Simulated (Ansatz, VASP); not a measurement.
# HfMo2 (HfMo2 in the C11b ordering) in two plane-wave programs, part 2 of 2

Wanted: the spread between two codes on one cell, functional and k mesh. The cell is generated by rule, not measured, and may not be a known phase. The cell is taken from a series of runs on this material, whose earlier steps may have relaxed, scaled, displaced or heated it; both programs get it as it stands.

VASP 6.6.1 and Ansatz 0.2.0.

So far: The structure; VASP: zone-centre phonons, PBE.

### 3. Ansatz: zone-centre phonons, PBE

Level of this step: Ansatz beside VASP: Kohn-Sham DFT, plane waves, PBE (Ansatz).

Ansatz runs on its default PAW (the set named soft_2) files.

The same cell, functional, mesh and smearing now go to Ansatz, which takes its cutoff from its data sets.

input.yaml reads:

```yaml
crystal:
  lattice:
    - [3.2236190802, 0.0, 0.0]
    - [0.0, 3.2236190802, 0.0]
    - [1.6118095401, 1.6118095401, 5.0403094104]
  atoms:
    - { symbol: Hf, position: [0.0, 0.0, 0.0] }
    - { symbol: Mo, position: [0.6790416298, 0.6790416298, 0.6419167403] }
    - { symbol: Mo, position: [0.3209583702, 0.3209583702, 0.3580832597] }
kpoints:
  mp_grid: { grid: [6, 6, 6] }
hamiltonian:
  xc: pbe
scf:
  occupations: { method: methfessel_paxton, width: 0.2 }
output:
  eigenvalues: true
phonons:
  method: dfpt
  qmesh: [2, 2, 2]
  temperatures: { t_max: 1000, t_step: 50 }
  qpath:
    path:
      - [[0.0, 0.0, 0.0], [0.5, 0.5, 0.5], [0.5, 0.5, 0.75], [0.5, 0.0, 0.5], [0.0, 0.0, 0.0], [0.0, 0.0, 0.5], [0.44886915, 0.0, 0.72443457]]
      - [[0.55113085, 0.0, 0.27556543], [0.0, 0.0, 0.0]]
      - [[0.5, 0.5, 0.5], [0.55113085, 0.44886915, 0.5]]
      - [[0.44886915, 0.44886915, 0.94886915], [0.0, 0.0, 0.5]]
    npoints: 10
  electrical_resistivity:
    mesh: [8, 8, 8]
    temperatures: [20.0, 50.0, 77.0, 100.0, 150.0, 200.0, 300.0, 400.0, 600.0, 800.0]
  electron_occupations: "off"
```

On the command line:

```
> ansatz run input.yaml --threads 4 --pin off --max-ram 8192MiB --backend cpu --events-out ev --progress --plain --runs-dir out
```

Numbers of over 12 decimals in the logs are rounded to 6 here.

Output:

```text
Warning: phonons: the dynamical matrix that this run interpolates holds no multipole term above the dipole-dipole one, and a site of this crystal is no centre of inversion, so its interpolated transverse optical and acoustic branches and sound speeds can stay off near Gamma, and the density of states and the thermodynamics with them. What a run solves at a wave vector of phonons.qpoints, Gamma apart, where the deck admits one, is free of this, and under fd what a larger phonons.supercell samples
Engine: ansatz 0.2.0, aarch64-unknown-linux-gnu
Pseudopotentials: kind: paw
Pseudopotential: Hf, paw, valence charge 26, recommended cutoff 420 eV (normal), Hf.paw.azcp
Pseudopotential: Mo, paw, valence charge 14, recommended cutoff 420 eV (normal), Mo.paw.azcp
Functional definition: PBE
  parameter kappa = 0.804
  parameter beta = 0.066725
  exchange = pbe_x(kappa = kappa, mu = beta*pi^2/3)
  correlation = pbe_c(beta = beta)
Crystal: 3 atoms, lattice volume = 52.377 Å³
Basis set: ecut = 420 eV, 1005 PW (Γ), exchange–correlation on 80×80×80 points (8 copies of the dense FFT grid, shifted against one another)
Bands: 33, of which v1, the nominal top of the filled ones, is band 27 counted from 1 (26 counted from 0)
Symmetry: 16 space group operations
k-points: 30 of 216
Non-local potential: Hf, projectors of the file, l = 0: 3, l = 1: 2, l = 2: 2, l = 3: 3
Non-local potential: Mo, projectors of the file, l = 0: 3, l = 1: 2, l = 2: 2, l = 3: 1
PAW form: soft (Blöchl's): semilocal exchange-correlation on the pseudo side does not see the compensation charge
PAW one-centre angular grid: Hf, 590 points (default); XC on 64 Gauss nodes
PAW one-centre angular grid: Mo, 590 points (default); XC on 64 Gauss nodes
Initial density: superposition of atomic densities (neutral atoms: chi_scale 0, normalization atom), corrected by the library's trained network
Initial wavefunctions: pseudopotential atomic-orbital guess
Functional: x = pbe(κ = 0.804, μ = 0.219515), c = pbe(β = 0.066725)
SCF iter   1: F=—  HF=-25633.755036 eV  |F-HF|=—  |Δ(HF+E_count)|=         —  Δρ=9.64e-3  dr2=2.02e-1  ethr=1.77e-3  ⟨swp⟩=4.7  Hψ=3223  notcnv=0
preconditioner: auto → Kerker (q_TF=auto, 2.742 Å⁻¹)  [metal: Δε(μ)=0.039 eV  Ē_g=18.633 eV  σ=0.200 eV  W_gap=0.16  n_scr=20 (ndim 8)  ℏωp=35.5 eV  f_vac=0.000  D(μ)=2.63/eV (n_scr^D=24)]
SCF iter   2: F=—  HF=-25633.738220 eV  |F-HF|=—  |Δ(HF+E_count)|=   1.68e-2  S|Δr|=    0.00e0  Δρ=5.56e-3  dr2=7.00e-2  ethr=3.73e-4  ⟨swp⟩=1.0  Hψ=1230  notcnv=0
SCF iter   3: F=—  HF=-25633.728356 eV  |F-HF|=—  |Δ(HF+E_count)|=   9.86e-3  S|Δr|=    0.00e0  Δρ=9.11e-4  dr2=6.06e-4  ethr=1.30e-4  ⟨swp⟩=2.0  Hψ=1172  notcnv=0
SCF iter   4: F=—  HF=-25633.727908 eV  |F-HF|=—  |Δ(HF+E_count)|=   4.48e-4  S|Δr|=    0.00e0  Δρ=6.40e-4  dr2=2.56e-4  ethr=1.12e-6  ⟨swp⟩=2.0  Hψ=1773  notcnv=0
SCF iter   5: F=—  HF=-25633.727824 eV  |F-HF|=—  |Δ(HF+E_count)|=   8.42e-5  S|Δr|=    0.00e0  Δρ=2.45e-4  dr2=4.61e-5  ethr=4.74e-7  ⟨swp⟩=2.0  Hψ=1360  notcnv=0
SCF iter   6: F=—  HF=-25633.727810 eV  |F-HF|=—  |Δ(HF+E_count)|=   1.43e-5  S|Δr|=    0.00e0  Δρ=5.10e-5  dr2=2.16e-6  ethr=8.55e-8  ⟨swp⟩=2.0  Hψ=1180  notcnv=0
SCF iter   7: F=—  HF=-25633.727806 eV  |F-HF|=—  |Δ(HF+E_count)|=   4.31e-6  S|Δr|=    0.00e0  Δρ=9.47e-6  dr2=6.89e-8  ethr=4.00e-9  ⟨swp⟩=2.0  Hψ=1772  notcnv=0
SCF iter   8: F=—  HF=-25633.727805 eV  |F-HF|=—  |Δ(HF+E_count)|=   5.76e-8  S|Δr|=    0.00e0  Δρ=2.00e-6  dr2=2.92e-9  ethr=1.28e-10  ⟨swp⟩=2.0  Hψ=1409  notcnv=0
SCF iter   9: F=—  HF=-25633.727805 eV  |F-HF|=—  |Δ(HF+E_count)|=  6.18e-10  S|Δr|=    0.00e0  Δρ=5.85e-7  dr2=2.77e-10  ethr=5.41e-12  ⟨swp⟩=2.0  Hψ=1732  notcnv=0
SCF iter  10: F=-25633.727805 eV  HF=-25633.727805 eV  |F-HF|=1.46e-11  |Δ(HF+E_count)|=  7.28e-11  S|Δr|=    0.00e0  Δρ=1.10e-7  dr2=5.78e-12  ethr=1.00e-12  ⟨swp⟩=7.7  Hψ=5291  notcnv=0
SCF 1 converged in 10 iterations: F = -25633.727805 eV  dr2 = 5.78e-12
  greatest PAW one-centre occupation: 0.999 electrons in one spin orbital (limit 2), on the Hf atom at site 0 (counted from 0), in its partial waves of l = 0
Initial density: read from a saved state, or passed on in memory by an earlier SCF of this step, an earlier step, the calling program or the single point that the run made first
iter 1 solved again at ethr=2.69e-8 eV; its pass at ethr=3.10e-3 eV (dr2=1.45e-5 eV) is discarded
SCF iter   1: F=—  HF=-25633.727808 eV  |F-HF|=—  |Δ(HF+E_count)|=         —  Δρ=3.99e-7  dr2=5.52e-11  ethr=2.69e-8  ⟨swp⟩=3.0  Hψ=6149  notcnv=0
eigensolver tolerance schedule: the retry pair's looser diagonalisation over-reported the residual by 263135.21 of it (diagonalisation noise at an unbounded share of the residual, at the tolerance the schedule requests for it); recorded, not acted on — ethr = c·dr2/N_el stays at c = 1.0e-1
[...]
k-point 2: bands = [... 23 lower, 19.9268, 20.2530, 20.2530, 20.4104, 21.1492, 21.1492, 22.1547, 23.1364, ... 2 higher]
  k-point 29: bands = [... 23 lower, 18.8656, 18.8974, 19.4016, 21.3341, 22.2504, 22.8227, 23.3713, 23.3928, ... 2 higher]
--- Phonons (Γ-DFPT): 4 representative perturbations + reference (Σ response iterations 18) ---
  ASR residual: 2.077e-5 → 0.000e0 eV/Å²; symmetrization residual: 1.864e-7 eV/Å²
  ASR residual per site (eV/Å²): 2.08e-5 1.32e-5 1.32e-5
  Γ frequencies (cm⁻¹): 0.00 0.00 0.00 143.72 143.72 158.84 208.26 208.26 256.90
[...]
--- Electrical resistivity: potentials and phonons of a 2×2×2 supercell ---
  scattering by harmonic phonons alone, with no dipole-dipole term; scattering by other electrons, impurities, surfaces and spin disorder is left out, and so is spin–orbit coupling
  the resistivity is that of a variational response, whose dependence on the energy is improved iteratively
  at the Fermi level of each mesh (of a tensor a third of its trace):
           mesh   spin    states/(eV spin)  plasma energy (eV)         λ      λ_tr    ħω_log (meV)
          8×8×8                     0.9603              5.9435    0.2932    0.2689          17.602
          4×4×4                     0.8697              4.4686    0.2556    0.2335          17.553
  resistivity on the deck's mesh, µΩ·cm:
     T (K)       trace/3  mesh converged            xx            yy            zz    lowest order   relaxation time
     20.00     1.0831e-2              no     7.5354e-3     7.5354e-3     1.7423e-2       2.0880e-2         1.5428e-2
     50.00     3.8704e-1              no     2.8967e-1     2.8967e-1     5.8178e-1       5.0234e-1         4.2636e-1
     77.00      1.2273e0              no     9.2076e-1     9.2076e-1      1.8403e0        1.4028e0          1.3292e0
    100.00      2.0962e0              no      1.5718e0      1.5718e0      3.1450e0        2.2796e0          2.2654e0
    150.00      4.0185e0              no      3.0118e0      3.0118e0      6.0321e0        4.2031e0          4.3372e0
    200.00      5.8620e0              no      4.3926e0      4.3926e0      8.8007e0        6.0744e0          6.3221e0
    300.00      9.4148e0              no      7.0498e0      7.0498e0      1.4145e1        9.7381e0          1.0144e1
    400.00      1.2924e1              no      9.6671e0      9.6671e0      1.9438e1        1.3401e1          1.3914e1
    600.00      1.9966e1              no      1.4901e1      1.4901e1      3.0097e1        2.0911e1          2.1474e1
    800.00      2.7099e1              no      2.0182e1      2.0182e1      4.0932e1        2.8813e1          2.9122e1
  mean free path at 20 K (of a tensor a third of its trace): 14419 nm by what each carries, 9394 by the Fermi surface alone
  Hall coefficient in a weak field at 20 K (a third of the trace): 3.764e-10 m³/C (how far it moves between the two finest meshes is not known); by each state's relaxation time: 4.870e-10 m³/C; by a constant relaxation time: 2.013e-10 m³/C
  mean free path at 50 K (of a tensor a third of its trace): 303 nm by what each carries, 255 by the Fermi surface alone
  Hall coefficient in a weak field at 50 K (a third of the trace): 2.363e-10 m³/C (how far it moves between the two finest meshes is not known); by each state's relaxation time: 2.312e-10 m³/C; by a constant relaxation time: 2.010e-10 m³/C
  mean free path at 77 K (of a tensor a third of its trace): 92.8 nm by what each carries, 80.3 by the Fermi surface alone
  Hall coefficient in a weak field at 77 K (a third of the trace): 2.268e-10 m³/C (how far it moves between the two finest meshes is not known); by each state's relaxation time: 2.256e-10 m³/C; by a constant relaxation time: 2.005e-10 m³/C
  mean free path at 100 K (of a tensor a third of its trace): 53.5 nm by what each carries, 47.0 by the Fermi surface alone
  Hall coefficient in a weak field at 100 K (a third of the trace): 2.225e-10 m³/C (how far it moves between the two finest meshes is not known); by each state's relaxation time: 2.236e-10 m³/C; by a constant relaxation time: 2.000e-10 m³/C
  mean free path at 150 K (of a tensor a third of its trace): 27.4 nm by what each carries, 24.5 by the Fermi surface alone
  Hall coefficient in a weak field at 150 K (a third of the trace): 2.178e-10 m³/C (how far it moves between the two finest meshes is not known); by each state's relaxation time: 2.211e-10 m³/C; by a constant relaxation time: 1.992e-10 m³/C
  mean free path at 200 K (of a tensor a third of its trace): 18.7 nm by what each carries, 16.8 by the Fermi surface alone
  Hall coefficient in a weak field at 200 K (a third of the trace): 2.164e-10 m³/C (how far it moves between the two finest meshes is not known); by each state's relaxation time: 2.205e-10 m³/C; by a constant relaxation time: 1.987e-10 m³/C
  mean free path at 300 K (of a tensor a third of its trace): 11.7 nm by what each carries, 10.5 by the Fermi surface alone
  Hall coefficient in a weak field at 300 K (a third of the trace): 2.165e-10 m³/C (how far it moves between the two finest meshes is not known); by each state's relaxation time: 2.211e-10 m³/C; by a constant relaxation time: 1.983e-10 m³/C
  mean free path at 400 K (of a tensor a third of its trace): 8.57 nm by what each carries, 7.63 by the Fermi surface alone
  Hall coefficient in a weak field at 400 K (a third of the trace): 2.180e-10 m³/C (how far it moves between the two finest meshes is not known); by each state's relaxation time: 2.228e-10 m³/C; by a constant relaxation time: 1.983e-10 m³/C
  mean free path at 600 K (of a tensor a third of its trace): 5.63 nm by what each carries, 4.95 by the Fermi surface alone
  Hall coefficient in a weak field at 600 K (a third of the trace): 2.231e-10 m³/C (how far it moves between the two finest meshes is not known); by each state's relaxation time: 2.280e-10 m³/C; by a constant relaxation time: 1.987e-10 m³/C
  mean free path at 800 K (of a tensor a third of its trace): 4.22 nm by what each carries, 3.65 by the Fermi surface alone
  Hall coefficient in a weak field at 800 K (a third of the trace): 2.298e-10 m³/C (how far it moves between the two finest meshes is not known); by each state's relaxation time: 2.349e-10 m³/C; by a constant relaxation time: 1.991e-10 m³/C
  the resistivity times a path that all electrons share, by the Fermi surface of the deck's mesh alone (a third of the trace): 9.714e-16 Ω·m²
  not converged in the mesh (λ; λ_tr; the resistivity at 20 K by 178.13 %; the resistivity at 50 K by 96.81 %; the resistivity at 77 K by 71.37 %; the resistivity at 100 K by 64.80 %; the resistivity at 150 K by 62.08 %; the resistivity at 200 K by 63.24 %; the resistivity at 300 K by 64.59 %; the resistivity at 400 K by 65.50 %; the resistivity at 600 K by 63.57 %; the resistivity at 800 K by 62.62 %): between neigh [...]
  vibrations of 8 cells: unjudged by the run; compare a larger repeat
  the changes of the potential over all sites missed a rigid shift's by 0.00 % (the site terms' by 0.02 %)
  between the force constants' wavevectors the phonons are obtained by Fourier interpolation alone: phonons.electron_occupations is off
```

### 4. Comparison

Known differences besides the potentials themselves: VASP's run holds the zone centre alone; the data sets hold 54 valence electrons in Ansatz (on its default PAW (the set named soft_2) files) and 38 in VASP; the cutoff is 420 eV in Ansatz and 500 eV in VASP. Total energies have different zeros and are not compared.

Both answers:

```tsv
quantity	Ansatz	VASP	difference
optical mode 1 to 2 (cm⁻¹)	143.7	142.5	+0.85 %
optical mode 3 (cm⁻¹)	158.8	157.5	+0.86 %
optical mode 4 to 5 (cm⁻¹)	208.3	209.7	-0.68 %
optical mode 6 (cm⁻¹)	256.9	258.4	-0.57 %
```

Modes are paired by rising frequency, not by their patterns, so a pair may set unlike modes beside each other; they are those without the splitting of longitudinal modes.

### 5. VASP: single point, PBE

With cell and atoms fixed, the geometry can't cause a difference; cores, projectors, grids and the points listed under the comparison can. The cell compared in this pair holds 53.70 Å³, against 52.38 Å³ for the pair before.

INCAR reads:

```
SYSTEM = HfMo2
PREC = Accurate
ENCUT = 500
EDIFF = 1E-06
NELM = 120
ISMEAR = 0
SIGMA = 0.1
LREAL = .FALSE.
ALGO = Normal
GGA = PE
NBANDS = 25
LASPH = .TRUE.
LORBIT = 11
LWAVE = .FALSE.
LCHARG = .FALSE.
ISIF = 2
GGA_COMPAT = .FALSE.
```

POSCAR reads:

```
HfMo2
1.0
    3.2958600000      0.0000000000      0.0000000000
    0.0000000000      3.2958600000      0.0000000000
    1.6479300000      1.6479300000      4.9437900000
Hf Mo
1 2
Direct
    0.0000000000      0.0000000000      0.0000000000
    0.6666666650      0.6666666650      0.6666666700
    0.3333333350      0.3333333350      0.3333333300
```

KPOINTS reads:

```
Automatic mesh
0
Gamma
6 6 6
0 0 0
```

The projector-augmented-wave data sets are Hf_pv and Mo_sv (PBE family, release 64).

On the command line:

```
> mpirun -np 1 vasp_std
```

Output:

```text
[... set-up lines as in an earlier step ...]
 entering main loop
       N       E                     dE             d eps       ncg     rms          rms(c)
DAV:   1     0.344789925061E+03    0.34479E+03   -0.22823E+04  1508   0.150E+03
DAV:   2    -0.235902097256E+02   -0.36838E+03   -0.36338E+03  1738   0.450E+02
DAV:   3    -0.333457009285E+02   -0.97555E+01   -0.94345E+01  2027   0.657E+01
DAV:   4    -0.334547021691E+02   -0.10900E+00   -0.10867E+00  1607   0.669E+00
[...]
DAV:  11    -0.318445507538E+02   -0.20871E-04   -0.37612E-04  1875   0.114E-01    0.155E-01
DAV:  12    -0.318445428040E+02    0.79498E-05   -0.31127E-05  1547   0.273E-02    0.538E-02
DAV:  13    -0.318445424756E+02    0.32848E-06   -0.25749E-06  1367   0.114E-02
   1 F= -.31844542E+02 E0= -.31836528E+02  d E =-.160290E-01
```

OUTCAR, selected parts (step 5):

```text
  Total       -2.2596697     -2.2596697     -1.7718260      0.0000000     -0.0000000      0.0000000
  in kB      -67.4152302    -67.4152302    -52.8608481      0.0000000     -0.0000000      0.0000000
  external PRESSURE =     -62.5637695 kB  Pullay stress =       0.0000000 kB

 POSITION                                       TOTAL-FORCE (eV/Angst)
 -----------------------------------------------------------------------------------
      0.00000      0.00000      0.00000         0.000000      0.000000      0.000000
      3.29586      3.29586      3.29586         0.000000      0.000000     -1.985117
      1.64793      1.64793      1.64793        -0.000000     -0.000000      1.985117
 -----------------------------------------------------------------------------------
    total drift:                                0.000000      0.000000      0.000000

  FREE ENERGIE OF THE ION-ELECTRON SYSTEM (eV)
  ---------------------------------------------------
  free  energy   TOTEN  =       -31.8445424756 eV

  energy  without entropy=      -31.8285134859  energy(sigma->0) =      -31.83652798

[... 1 part as in an earlier step ...]

[... 2 further parts left out ...]
[key lines of the parts left out:]
E-fermi :   8.6451
```

The run ends at a pressure of -6.26 GPa, with forces up to 2.0 eV/Å.

### 6. Ansatz: single point, PBE

The same cell, functional, mesh and smearing now go to Ansatz, which takes its cutoff from its data sets.

The cell is taken from a series of runs on this material, whose earlier steps may have relaxed, scaled, displaced or heated it; both programs get it as it stands.

input.yaml reads:

```yaml
crystal:
  lattice:
    - [3.29586, 0.0, 0.0]
    - [0.0, 3.29586, 0.0]
    - [1.64793, 1.64793, 4.94379]
  atoms:
    - { symbol: Hf, position: [0.0, 0.0, 0.0] }
    - { symbol: Mo, position: [0.66666667, 0.66666667, 0.66666667] }
    - { symbol: Mo, position: [0.33333333, 0.33333333, 0.33333333] }
kpoints:
  mp_grid: { grid: [6, 6, 6] }
hamiltonian:
  xc: pbe
scf:
  occupations: { method: gaussian, width: 0.1 }
output:
  forces: true
  stress: true
  eigenvalues: true
```

On the command line:

```
> ansatz run input.yaml --threads 4 --pin off --max-ram 8192MiB --backend cpu --events-out ev --progress --plain --runs-dir out
```

Output:

```text
[...]
Crystal: 3 atoms, lattice volume = 53.703 Å³
Basis set: ecut = 420 eV, 1045 PW (Γ), exchange–correlation on 48×48×80 points (8 copies of the dense FFT grid, shifted against one another)
Bands: 33, of which v1, the nominal top of the filled ones, is band 27 counted from 1 (26 counted from 0)
Symmetry: 16 space group operations
[...]
k-points: 30 of 216
[...]
k-point 0: bands = [... 23 lower, 17.5294, 19.7111, 19.7111, 19.7777, 21.1179, 21.1179, 22.3965, 22.6789, ... 2 higher]
  k-point 1: bands = [... 23 lower, 18.1898, 19.6511, 19.6511, 19.8662, 20.8876, 20.8876, 22.1521, 22.6091, ... 2 higher]
  k-point 2: bands = [... 23 lower, 19.1606, 19.5320, 19.5320, 20.0946, 20.5875, 20.5875, 21.6651, 21.9266, ... 2 higher]
  k-point 29: bands = [... 23 lower, 18.4338, 18.4883, 18.8727, 20.5310, 21.3834, 22.3242, 22.4640, 22.5178, ... 2 higher]
[key lines of the parts left out:]
SCF converged after 7 iterations
Free energy (F): -25633.412657 eV
Fermi energy:    19.847175 eV
P = ⅓ Tr σ = -6.0597 GPa (-60.597 kbar)
```

The run ends at a pressure of -6.06 GPa, with forces up to 2.0 eV/Å.

### 7. Differences

What differs besides the data sets and the points named for the pairs above, as far as they apply: the data sets hold 54 valence electrons in Ansatz (on its default PAW (the set named soft_2) files) and 38 in VASP. Total energies have different zeros and are not compared.

Compared:

```tsv
quantity	Ansatz	VASP	difference
pressure (GPa)	-6.06	-6.26	+0.20
```

Forces (eV/Å; atoms numbered as in POSCAR):

```tsv
atom	Ansatz x, y, z	VASP x, y, z
Hf1	0.000, 0.000, 0.000	0.000, 0.000, 0.000
Mo2	0.000, 0.000, -2.021	0.000, 0.000, -1.985
Mo3	0.000, 0.000, 2.021	0.000, 0.000, 1.985
```

The forces differ by 17 meV/Å r.m.s., which is 1.8 % of the r.m.s. force of 0.936 eV/Å (both taken over all components).

### 8. Summary of results

| Property | Result |
| --- | --- |
| r.m.s. difference of the optical zone-centre modes, each program's sorted by frequency (zone-centre phonons, PBE) | 1.4 cm⁻¹ |
| difference in optical mode 3 (zone-centre phonons, PBE) | +0.9 % |
| r.m.s. force difference (single point, PBE) | 1.8 % of the r.m.s. force |

What this shows: The r.m.s. force difference is 1.8 % of the r.m.s. force (single point, PBE), within the 3 % picked in this series as the mark of a large difference. The data sets hold unlike numbers of valence electrons (54 in Ansatz and 38 in VASP), so part of the differences may come from the potentials. Among the rows given in per cent, the largest difference of the zone-centre phonons, PBE pair is in optical mode 3, +0.9 %. How closely two codes agree says nothing of how well the functional describes the real material.

[Lines on the potential files, build, host, timing and source positions are cut from VASP's logs without a mark.]

[Logs are printed without paths, hosts, clocks, repeated set-up lines and the standing remarks that a program may print on its own settings, such as how far it seeks lower states.]

[Hosts, paths, dates, database ids (printed as entryN), source tags and the programs' standing remarks are cut or masked in the printed files.]
